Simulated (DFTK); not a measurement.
# Bi (Im-3m) in DFTK: reference runs

Reference runs on Bi: the cell as given and a disturbed copy.

Program: DFTK 0.8.2. These are calculated values, not measurements. Logs are shortened: lines on timing, memory, paths and dates and some standing lists are left out, and cuts for length are marked.

## 1. The crystal as given

Symmetry: Im-3m, No. 229, cubic system. The conventional cell has a = 3.963 Å, b = 3.963 Å, c = 3.963 Å, α = 90.00°, β = 90.00°, γ = 90.00°. Around Bi (site symmetry m-3m) lie 8 Bi at 3.43 Å.

This isn't the form of Bi at room conditions, which is rhombohedral.

## 2. Single point, PBE

run.jl reads:

```julia
using DFTK
using PseudoPotentialData
using Unitful, UnitfulAtomic
using LinearAlgebra, Printf
include("save.jl")
disable_threading()

# lattice vectors are the columns
lattice = austrip(1u"Å") * [ -1.9814305318   1.9814305318   1.9814305318;
             1.9814305318  -1.9814305318   1.9814305318;
             1.9814305318   1.9814305318  -1.9814305318]
symbols   = [:Bi]
positions = [[0.0, 0.0, 0.0]]
pseudopotentials = PseudoFamily("dojo.nc.sr.pbe.v0_4_1.standard.upf")
elements = Dict(s => ElementPsp(s, pseudopotentials) for s in unique(symbols))
atoms    = [elements[s] for s in symbols]

build_model(lattice, positions; symmetries=true) =
    model_DFT(lattice, atoms, positions;
              functionals=PBE(),
              temperature=austrip(0.05u"eV"),
              smearing=Smearing.FermiDirac(),
              symmetries)
Ecut  = 37.0  # hartree
kgrid = [9, 9, 9]
tol   = 1e-6
to_GPa = ustrip(uconvert(u"GPa", 1u"hartree/bohr^3"))

model = build_model(lattice, positions)
basis = PlaneWaveBasis(model; Ecut, kgrid)
display(basis)
scfres = self_consistent_field(basis;
                               tol,
                               nbandsalg=AdaptiveBands(model; n_bands_converge=12))
display(scfres.energies)
@printf "Fermi level: %.6f eV\n" ustrip(auconvert(u"eV", something(scfres.εF, NaN)))
forces = compute_forces_cart(scfres)
println("Forces (eV/Å)")
for (s, f) in zip(symbols, forces)
    @printf "%-3s %12.6f %12.6f %12.6f\n" s ustrip.(auconvert.(u"eV/Å", f))...
end
stress = compute_stresses_cart(scfres)
println("Stress (GPa)")
display(round.(stress * to_GPa; digits=4))
println("Levels at the first k-point (eV): ", round.(ustrip.(auconvert.(u"eV", scfres.eigenvalues[1][1:scfres.n_bands_converge])); digits=4))
save_scf!(scfres; forces, stress)
```

Potentials or basis: dojo.nc.sr.pbe.v0_4_1.standard.upf (PBE).

On the command line:

```sh
> julia --threads=1 run.jl  # save.jl only writes the numbers to a file and isn't shown; printed stress counts tension as positive; times include loading and compiling
```

Log:

```text
PlaneWaveBasis discretization:

    Ecut                 : 37.0 Ha
    fft_size             : (40, 40, 40), 64000 total points
    kgrid                : MonkhorstPack([9, 9, 9])
    num.   red. kpoints  : 729
    num. irred. kpoints  : 35

    Discretized Model(gga_x_pbe+gga_c_pbe, 3D):
        lattice (in Bohr)    : [-3.74436  , 3.74436   , 3.74436   ]
                               [3.74436   , -3.74436  , 3.74436   ]
                               [3.74436   , 3.74436   , -3.74436  ]
        unit cell volume     : 209.99 Bohr³

        atoms                : Bi
        pseudopot. family    : PseudoFamily("dojo.nc.sr.pbe.v0_4_1.standard.upf")

        num. electrons       : 15
        spin polarization    : none
        temperature          : 0.0018375 Ha
        smearing             : DFTK.Smearing.FermiDirac()

        terms                : Kinetic()
                               AtomicLocal()
                               AtomicNonlocal()
                               Ewald(nothing)
                               PspCorrection()
                               Hartree()
                               Xc(gga_x_pbe, gga_c_pbe)
                               Entropy()
n     Energy            log10(ΔE)   log10(Δρ)   Diag   Δtime
---   ---------------   ---------   ---------   ----   ------
  1   -82.04561905102                   -1.52    4.5    3.97s
  2   -82.04683389719       -2.92       -1.93    1.0    1.36s
  3   -82.04693418302       -4.00       -2.20    2.5    2.28s
  4   -82.04693690058       -5.57       -2.72    1.2    1.80s
  5   -82.04693907063       -5.66       -3.10    2.2    2.35s
  6   -82.04693950109       -6.37       -4.19    1.2    1.88s
  7   -82.04693951535       -7.85       -4.51    3.2    2.58s
  8   -82.04693951572       -9.44       -5.43    1.9    1.45s
  9   -82.04693951567   +  -10.29       -4.93    2.7    2.49s
 10   -82.04693951574      -10.12       -6.12    2.1    2.03s
Energy breakdown (in Ha):
    Kinetic             39.1394194
    AtomicLocal         -47.9390499
    AtomicNonlocal      -15.3007503
    Ewald               -54.6707113
    PspCorrection       3.0751962
    Hartree             15.3094486
    Xc                  -21.6603401
    Entropy             -0.0001521

    total               -82.046939515743
Fermi level: 6.361454 eV
Forces (eV/Å)
Bi     -0.000000    -0.000000     0.000000
Stress (GPa)
3×3 StaticArraysCore.SMatrix{3, 3, Float64, 9} with indices SOneTo(3)×SOneTo(3):
 -0.9285   0.0      0.0
  0.0     -0.9285   0.0
  0.0      0.0     -0.9285
Levels at the first k-point (eV): [-16.6974, -16.6974, -16.6974, -16.5698, -16.5698, -7.1814, 11.4569, 11.4569, 11.4569, 15.4562, 17.1922, 17.1922]
```

It took 55 s on 1 thread of AMD EPYC 9R45 (Zen 5), shared host; peak memory 1.5 GiB.

Results:

```
Free energy            : -2232.6110 eV
Pressure               : 0.9 GPa
Band gap on the k mesh : none (metal or under the smearing width)
```

Levels at points of the mesh, in eV from the Fermi level:
| k point | band 5 | band 6 | band 7 | band 8 | band 9 | band 10 |
| --- | --- | --- | --- | --- | --- | --- |
| (0.00, 0.00, 0.00) | -22.93 | -13.54 | 5.10 | 5.10 | 5.10 | 9.09 |

Caveat: spin-orbit coupling is left out, which moves the levels of the heavy elements.

## 3. Single point, PBE (cell strained at random at fixed volume)

Changes to run.jl since step 2:

```diff
@@ -8,7 +8,7 @@
 # lattice vectors are the columns
-lattice = austrip(1u"Å") * [ -1.9814305318   1.9814305318   1.9814305318;
-             1.9814305318  -1.9814305318   1.9814305318;
-             1.9814305318   1.9814305318  -1.9814305318]
+lattice = austrip(1u"Å") * [     -2.051092       2.009132       2.069958;
+                 1.932264       -1.95414       1.973006;
+                 1.963721       1.943637      -1.985597]
 symbols   = [:Bi]
-positions = [[0.0, 0.0, 0.0]]
+positions = [[-0.013777, -0.017305, -0.019666]]
 pseudopotentials = PseudoFamily("dojo.nc.sr.pbe.v0_4_1.standard.upf")
```

Potentials or basis: dojo.nc.sr.pbe.v0_4_1.standard.upf (PBE).

On the command line:

```sh
> julia --threads=1 run.jl  # save.jl only writes the numbers to a file and isn't shown; printed stress counts tension as positive; times include loading and compiling
```

Wall time 13 min (1 thread of AMD EPYC 9R45 (Zen 5), shared host); peak memory 5.1 GiB.

Results (log left out):

- Free energy: -2232.6053 eV
- Pressure: 1.0 GPa
- Band gap on the k mesh: none (metal or under the smearing width)

Stress tensor (GPa, compression positive):
```
 0.26 -0.13  0.44
-0.13  1.33  0.11
 0.44  0.11  1.31
```

Levels at points of the mesh, in eV from the Fermi level:
```csv
k point,band 6,band 7,band 8,band 9,band 10,band 11
"(0.00, 0.00, 0.00)",-13.57,4.81,5.14,5.22,9.01,10.48
```

Caveat: spin-orbit coupling is left out, which moves the levels of the heavy elements.
